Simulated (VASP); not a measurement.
# Ag (Ia-3) in VASP: a series of runs

One crystal, Ag, is run at these levels: PBE; tasks: single point, relaxation of cell and atoms.

Program: VASP 6.6.1. These are calculated values, not measurements. Logs are shortened: lines on timing, memory, paths and dates and some standing lists are left out, and cuts for length are marked.

**1. The crystal as given**

The structure is cubic, space group Ia-3 (No. 206). The conventional cell has a = 6.746 Å, b = 6.746 Å, c = 6.746 Å, α = 90.00°, β = 90.00°, γ = 90.00°. Around Ag (site symmetry 3) lie 4 Ag at 2.41 to 2.42 Å.

The cell was built by a generator and needn't be a form met in nature.

**2. Single point, PBE**

INCAR reads:

```
PREC = Accurate
ENCUT = 520
EDIFF = 1E-6
ISMEAR = 0
SIGMA = 0.1
LREAL = False
LASPH = True
NELM = 100
ALGO = Normal
ISIF = 2
LWAVE = False
LCHARG = False
GGA = PE
NBANDS = 54
```

KPOINTS reads:

```
regular mesh
0
Gamma
  4 4 4
```

POSCAR reads:

```
Ag
1.0
   -3.3730700461      3.3730700461      3.3730700461
    3.3730700461     -3.3730700461      3.3730700461
    3.3730700461      3.3730700461     -3.3730700461
Ag
8
Direct
    0.2060000000      0.2060000000      0.2060000000
    0.5000000000      0.0000000000      0.2940000000
    0.2940000000      0.5000000000      0.0000000000
    0.0000000000      0.2940000000      0.5000000000
    0.7940000000      0.7940000000      0.7940000000
    0.5000000000      0.0000000000      0.7060000000
    0.7060000000      0.5000000000      0.0000000000
    0.0000000000      0.7060000000      0.5000000000
```

Potentials or basis: VASP PAW PBE potentials, release 64 (Ag).

The run is started by

```console
cat potpaw_PBE.64/Ag/POTCAR > POTCAR
mpirun -np 1 vasp_std > vasp.out
```

OUTCAR:

```text
PREC = Accurate
   ENCUT = 520
   EDIFF = 1E-6
   ISMEAR = 0
   LREAL = False
   LASPH = True
   NELM = 100
   ISIF = 2
   GGA = PE

 ion  position               nearest neighbor table
   1  0.206  0.206  0.206-   5 2.41   3 2.42   4 2.42   2 2.42   5 3.44
   2  0.500  0.000  0.294-   6 2.41   4 2.42   1 2.42   3 2.42   6 3.44
   3  0.294  0.500  0.000-   7 2.41   2 2.42   1 2.42   4 2.42   7 3.44
   4  0.000  0.294  0.500-   8 2.41   3 2.42   1 2.42   2 2.42   8 3.44
   5  0.794  0.794  0.794-   1 2.41   6 2.42   7 2.42   8 2.42   1 3.44
   6  0.500  0.000  0.706-   2 2.41   5 2.42   7 2.42   8 2.42   2 3.44
   7  0.706  0.500  0.000-   3 2.41   5 2.42   8 2.42   6 2.42   3 3.44
   8  0.000  0.706  0.500-   4 2.41   5 2.42   6 2.42   7 2.42   4 3.44

  LATTYP: Found a body centered cubic cell.
 ALAT       =     6.7461400922

  Lattice vectors:

 A1 = (  -3.3730700461,   3.3730700461,   3.3730700461)
 A2 = (   3.3730700461,  -3.3730700461,   3.3730700461)
 A3 = (   3.3730700461,   3.3730700461,  -3.3730700461)

Analysis of symmetry for initial positions (statically):
=====================================================================
 Subroutine PRICEL returns:
 Original cell was already a primitive cell.

 Routine SETGRP: Setting up the symmetry group for a
 body centered cubic supercell.

 Subroutine GETGRP returns: Found 24 space group operations
 (whereof  6 operations were pure point group operations)
 out of a pool of 48 trial point group operations.

The static configuration has the point symmetry S_6 .
 The point group associated with its full space group is T_h .

Analysis of symmetry for dynamics (positions and initial velocities):
=====================================================================
 Subroutine PRICEL returns:
 Original cell was already a primitive cell.

 Routine SETGRP: Setting up the symmetry group for a
 body centered cubic supercell.

 Subroutine GETGRP returns: Found 24 space group operations
 (whereof  6 operations were pure point group operations)
 out of a pool of 48 trial point group operations.

The dynamic configuration has the point symmetry S_6 .
 The point group associated with its full space group is T_h .

 Subroutine INISYM returns: Found 24 space group operations
 (whereof  6 operations are pure point group operations),
 and found     1 'primitive' translations

----------------------------------------------------------------------------------------

                                     Primitive cell

  volume of cell :     153.5098

  direct lattice vectors                    reciprocal lattice vectors
    -3.373070046  3.373070046  3.373070046     0.000000000  0.148232913  0.148232913
     3.373070046 -3.373070046  3.373070046     0.148232913  0.000000000  0.148232913
     3.373070046  3.373070046 -3.373070046     0.148232913  0.148232913  0.000000000

  length of vectors
     5.842328697  5.842328697  5.842328697     0.209632997  0.209632997  0.209632997

  position of ions in fractional coordinates (direct lattice)
     0.206000000  0.206000000  0.206000000
     0.500000000  0.000000000  0.294000000
     0.294000000  0.500000000  0.000000000
     0.000000000  0.294000000  0.500000000
     0.794000000  0.794000000  0.794000000
     0.500000000  0.000000000  0.706000000
     0.706000000  0.500000000  0.000000000
     0.000000000  0.706000000  0.500000000

  ion indices of the primitive-cell ions
   primitive index   ion index
                 1           1
                 2           2
                 3           3
                 4           4
                 5           5
                 6           6
                 7           7
                 8           8

----------------------------------------------------------------------------------------

 KPOINTS: regular mesh

Automatic generation of k-mesh.
 Grid dimensions read from file:
 generate k-points for:    4    4    4

 Generating k-lattice:

  Cartesian coordinates                     Fractional coordinates (reciprocal lattice)
     0.000000000  0.037058228  0.037058228     0.250000000  0.000000000  0.000000000
     0.037058228  0.000000000  0.037058228     0.000000000  0.250000000  0.000000000
     0.037058228  0.037058228  0.000000000     0.000000000  0.000000000  0.250000000

  Length of vectors
     0.052408249  0.052408249  0.052408249

  Shift w.r.t. Gamma in fractional coordinates (k-lattice)
     0.000000000  0.000000000  0.000000000

 Subroutine IBZKPT returns following result:
 ===========================================

 Found      8 irreducible k-points:

 Following reciprocal coordinates:
            Coordinates               Weight
  0.000000  0.000000  0.000000      1.000000
  0.250000  0.000000  0.000000     12.000000
  0.500000  0.000000  0.000000      6.000000
  0.250000  0.250000  0.000000     24.000000
  0.250000  0.250000  0.250000      2.000000
 -0.250000  0.250000  0.250000      6.000000
  0.500000  0.500000  0.250000     12.000000
  0.500000  0.500000  0.500000      1.000000
   k-points           NKPTS =      8   k-points in BZ     NKDIM =      8   number of bands    NBANDS=     54
   number of dos      NEDOS =    301   number of ions     NIONS =      8
   total plane-waves  NPLWV = 110592
   dimension x,y,z NGX =    48 NGY =   48 NGZ =   48
   dimension x,y,z NGXF=    96 NGYF=   96 NGZF=   96
   ions per type =               8
   NGX,Y,Z   is equivalent  to a cutoff of  13.66, 13.66, 13.66 a.u.
   NGXF,Y,Z  is equivalent  to a cutoff of  27.32, 27.32, 27.32 a.u.
 SYSTEM =  unknown system
   PREC   = accura    normal or accurate (medium, high low for compatibility)
   ISTART =      0    job   : 0-new  1-cont  2-samecut
   ICHARG =      2    charge: 1-file 2-atom 10-const
   ISPIN  =      1    spin polarized calculation?
   LNONCOLLINEAR =      F non collinear calculations
   LSORBIT =      F    spin-orbit coupling
   LASPH  =      T    aspherical Exc in radial PAW
   ENCUT  =  520.0 eV  38.22 Ry    6.18 a.u.  10.86 10.86 10.86*2*pi/ulx,y,z
   NELM   =    100;   NELMIN=  2; NELMDL= -5     # of ELM steps
   EDIFF  = 0.1E-05   stopping-criterion for ELM
   LREAL  =      F    real-space projection
   EDIFFG = 0.1E-04   stopping-criterion for IOM
   NSW    =      0    number of steps for IOM
   IBRION =     -1    ionic relax: 0-MD 1-quasi-New 2-CG
   NFREE  =      0    steps in history (QN), initial steepest desc. (CG)
   ISIF   =      2    stress and relaxation
   ISYM   =      2    0-nonsym 1-usesym 2-fastsym
   POTIM  = 0.5000    time-step for ionic-motion
   TEBEG  =    0.0;   TEEND  =   0.0 temperature during run
   PSTRESS=    0.0 pullay stress
   NELECT =      88.0000    total number of electrons
   NUPDOWN=      -1.0000    fix difference up-down
   EMIN   =  10.00;   EMAX   =-10.00  energy-range for DOS
   EFERMI =   0.00;   METHOD = LEGACY
   ISMEAR =     0;   SIGMA  =   0.10  broadening in eV -4-tet -1-fermi 0-gaus
   EFERMI_NEDOS =   21; number of points for ismear=-14 and -15
   IALGO  =     38    algorithm
   IMIX   =      4    mixing-type and parameters
     AMIX     =   0.40;   BMIX     =  1.00
     AMIX_MAG =   1.60;   BMIX_MAG =  1.00
  volume/ion in A,a.u.               =      19.19       129.49
  Fermi-wavevector in a.u.,A,eV,Ry     =   1.359952  2.569937 25.163573  1.849470
  Thomas-Fermi vector in A             =   2.486656
   LORBIT       =      0    0 simple, 1 ext, 2 COOP (PROOUT), +10 PAW based schemes
   GGA     = PE    functional components
   LHFCALC =     F    Hartree Fock is set to
   AEXX    =    0.0000 exact exchange contribution
   IVDW    =     0    specifies the selected vdW correction
   LEPSILON=     F    determine dielectric tensor
   LRPA    =     F    only Hartree local field effects (RPA)
 non-spin polarized calculation
 Gauss-broadening in eV      SIGMA  =   0.10
  energy-cutoff  :      520.00
  volume of cell :      153.51
 maximum number of plane-waves:      4196
 NGX is ok and might be reduce to    48
   NGX = 21   NGY = 21   NGZ = 21

 number of electron      87.9999988 magnetization

 Free energy of the ion-electron system (eV)
  ---------------------------------------------------
  ext. energy  EPLUGINS =         0.00000000
  ---------------------------------------------------
  free energy    TOTEN  =       -13.11715968 eV

  energy without entropy =      -13.10203376  energy(sigma->0) =      -13.10959672

 E-fermi :   7.1764     XC(G=0): -11.3284

 val. band max:        7.1368140737   @ k =   0.2500   0.0000   0.0000
 cond. band min:       7.3598498652   @ k =   0.5000   0.5000   0.2500
 fundamental gap:      0.2230357915
 Fermi energy:         7.1763700739

 k-point     1 :       0.0000    0.0000    0.0000
  band No.  band energies     occupation
      1       0.0362      2.00000
      2       0.5956      2.00000
      3       0.5956      2.00000
      4       0.7343      2.00000
      5       0.7343      2.00000
      6       0.7343      2.00000
[... 46 lines left out ...]
     53       9.7749      0.00000
     54      13.9043      0.00000

 k-point     2 :       0.2500    0.0000    0.0000
  band No.  band energies     occupation
      1       0.4484      2.00000
      2       0.5077      2.00000
      3       0.5938      2.00000
      4       0.6318      2.00000
      5       0.7235      2.00000
      6       0.8578      2.00000
[... 46 lines left out ...]
     53      12.6630      0.00000
     54      12.7234      0.00000

 k-point     3 :       0.5000    0.0000    0.0000
  band No.  band energies     occupation
      1       0.5023      2.00000
      2       0.5023      2.00000
      3       0.7856      2.00000
      4       0.7856      2.00000
      5       0.8506      2.00000
      6       0.8506      2.00000
[... 46 lines left out ...]
     53      13.6863      0.00000
     54      13.6863      0.00000

 k-point     4 :       0.2500    0.2500    0.0000
  band No.  band energies     occupation
      1       0.5355      2.00000
      2       0.5744      2.00000
      3       0.6815      2.00000
      4       0.7009      2.00000
      5       0.7860      2.00000
      6       0.9040      2.00000
[... 46 lines left out ...]
     53      13.1686      0.00000
     54      13.4217      0.00000

 k-point     5 :       0.2500    0.2500    0.2500
  band No.  band energies     occupation
      1       0.6808      2.00000
      2       0.6808      2.00000
      3       0.6808      2.00000
      4       0.6808      2.00000
      5       0.7513      2.00000
      6       0.7513      2.00000
[... 46 lines left out ...]
     53      12.0737      0.00000
     54      12.0737      0.00000

 k-point     6 :      -0.2500    0.2500    0.2500
  band No.  band energies     occupation
      1       0.5201      2.00000
      2       0.5874      2.00000
      3       0.6853      2.00000
      4       0.7353      2.00000
      5       0.7759      2.00000
      6       0.9022      2.00000
[... 46 lines left out ...]
     53      13.4531      0.00000
     54      13.8369      0.00000

 k-point     7 :       0.5000    0.5000    0.2500
  band No.  band energies     occupation
      1       0.6047      2.00000
      2       0.6050      2.00000
      3       0.7024      2.00000
      4       0.7860      2.00000
      5       0.8241      2.00000
      6       0.9619      2.00000
[... 46 lines left out ...]
     53      13.6638      0.00000
     54      14.8430      0.00000

 k-point     8 :       0.5000    0.5000    0.5000
  band No.  band energies     occupation
      1       0.6613      2.00000
      2       0.6613      2.00000
      3       0.6613      2.00000
      4       0.9603      2.00000
      5       0.9603      2.00000
      6       0.9603      2.00000
[... 46 lines left out ...]
     53      12.4897      0.00000
     54      13.9760      0.00000

------------------------ aborting loop because EDIFF is reached ----------------------------------------

  FORCE on cell =-STRESS in cart. coord.  units (eV):
  Direction    XX          YY          ZZ          XY          YZ          ZX
  --------------------------------------------------------------------------------------
  -------------------------------------------------------------------------------------
  Total       25.4199159     25.4199159     25.4199159      0.0000000      0.0000000     -0.0000000
  in kB      265.3069466    265.3069466    265.3069466      0.0000000      0.0000000     -0.0000000
  external PRESSURE =     265.3069466 kB  Pullay stress =       0.0000000 kB

 VOLUME and BASIS-vectors are now :
 -----------------------------------------------------------------------------
  energy-cutoff  :      520.00
  volume of cell :      153.51
      direct lattice vectors                 reciprocal lattice vectors
    -3.373070046  3.373070046  3.373070046     0.000000000  0.148232913  0.148232913
     3.373070046 -3.373070046  3.373070046     0.148232913  0.000000000  0.148232913
     3.373070046  3.373070046 -3.373070046     0.148232913  0.148232913  0.000000000

 POSITION                                       TOTAL-FORCE (eV/Angst)
 -----------------------------------------------------------------------------------
      0.69485      0.69485      0.69485         0.915094      0.915094      0.915094
     -0.69485      2.67822      0.69485        -0.915094     -0.915094      0.915094
      0.69485     -0.69485      2.67822         0.915094     -0.915094     -0.915094
      2.67822      0.69485     -0.69485        -0.915094      0.915094     -0.915094
      2.67822      2.67822      2.67822        -0.915094     -0.915094     -0.915094
      0.69485      4.06792     -0.69485         0.915094      0.915094     -0.915094
     -0.69485      0.69485      4.06792        -0.915094      0.915094      0.915094
      4.06792     -0.69485      0.69485         0.915094     -0.915094      0.915094
 -----------------------------------------------------------------------------------
    total drift:                                0.000000     -0.000000      0.000000

  FREE ENERGIE OF THE ION-ELECTRON SYSTEM (eV)
  ---------------------------------------------------
  free  energy   TOTEN  =       -13.1171596840 eV

  energy  without entropy=      -13.1020337601  energy(sigma->0) =      -13.10959672
```

Run time: 49 s. Hardware: 1 thread of Intel Xeon 6975P-C (Granite Rapids), shared host; peak memory 0.33 GiB.

Results:

```yaml
Free_energy: -13.1172 eV
Pressure: 26.5 GPa
Largest_force: 1.585 eV/Å
Band_gap_on_the_k_mesh: none (metal or under the smearing width)
```

Forces in eV/Å, atoms in the order of the input:
```
Ag   0.915  0.915  0.915
Ag  -0.915 -0.915  0.915
Ag   0.915 -0.915 -0.915
Ag  -0.915  0.915 -0.915
Ag  -0.915 -0.915 -0.915
Ag   0.915  0.915 -0.915
Ag  -0.915  0.915  0.915
Ag   0.915 -0.915  0.915
```

Caveat: so large a pressure means that the cell lies far from this level's equilibrium, or that cutoff or potentials fall short; forces of over 1 eV/Å show positions far from the minimum, so gaps and moduli don't describe the material at rest.

**3. Single point, PBE**

This run uses another cell than the first one, of 25.08 Å³/atom, 1.307 times its volume.

INCAR reads:

```
PREC     = Accurate       # precision mode
ENCUT    = 520            # plane-wave cutoff, eV
EDIFF    = 1E-6           # SCF threshold, eV
ISMEAR   = 0              # smearing method
SIGMA    = 0.1            # smearing width, eV
LREAL    = F              # projectors in reciprocal space
LASPH    = T              # aspherical terms in the spheres
NELM     = 100            # most SCF steps
ALGO     = Fast           # electronic algorithm
ISIF     = 2              # what is computed and relaxed
LWAVE    = F              # write WAVECAR
LCHARG   = F              # write CHGCAR
GGA      = PE             # functional
NBANDS   = 54             # bands
```

KPOINTS is that of step 2.

POSCAR reads:

```
Ag
1.0
   -3.6877525039      3.6877525039      3.6877525039
    3.6877525039     -3.6877525039      3.6877525039
    3.6877525039      3.6877525039     -3.6877525039
Ag
8
Direct
    0.2137872805      0.2137872805      0.2137872805
    0.5000000000      0.0000000000      0.2862127195
    0.2862127195      0.5000000000      0.0000000000
    0.0000000000      0.2862127195      0.5000000000
    0.7862127195      0.7862127195      0.7862127195
    0.5000000000      0.0000000000      0.7137872805
    0.7137872805      0.5000000000      0.0000000000
    0.0000000000      0.7137872805      0.5000000000
```

Potentials or basis: VASP PAW PBE potentials, release 64 (Ag).

The run is started by

```console
cat potpaw_PBE.64/Ag/POTCAR > POTCAR
mpirun -np 1 vasp_std > vasp.out
```

Wall time 50 s (1 thread of Intel Xeon 6975P-C (Granite Rapids), shared host); peak memory 0.33 GiB.

Results (log left out):

| Property | Result |
| --- | --- |
| Free energy | -16.2716 eV |
| Pressure | 0.3 GPa |
| Largest force | 0.004 eV/Å |
| Band gap on the k mesh | none (metal or under the smearing width) |

Forces on the atoms (eV/Å):
```
Ag   0.002  0.002  0.002
Ag  -0.002 -0.002  0.002
Ag   0.002 -0.002 -0.002
Ag  -0.002  0.002 -0.002
Ag  -0.002 -0.002 -0.002
Ag   0.002  0.002 -0.002
Ag  -0.002  0.002  0.002
Ag   0.002 -0.002  0.002
```

Levels at points of the mesh, in eV from the Fermi level:
| k point | band 40 | band 41 | band 42 | band 43 | band 44 | band 45 | band 46 | band 47 | band 48 | band 49 |
| --- | --- | --- | --- | --- | --- | --- | --- | --- | --- | --- |
| (0.00, 0.00, 0.00) | -2.63 | -2.63 | 0.63 | 0.86 | 0.86 | 0.86 | 1.40 | 1.40 | 1.40 | 1.65 |
| (0.50, 0.00, 0.00) | -2.76 | -2.65 | -2.65 | -0.49 | -0.49 | 0.07 | 0.07 | 2.73 | 2.73 | 2.93 |
| (0.50, 0.50, 0.50) | -2.69 | -1.74 | -1.74 | -1.74 | -1.73 | -1.73 | -1.73 | 3.77 | 3.96 | 3.96 |

(Continued in part 2 of 2.)
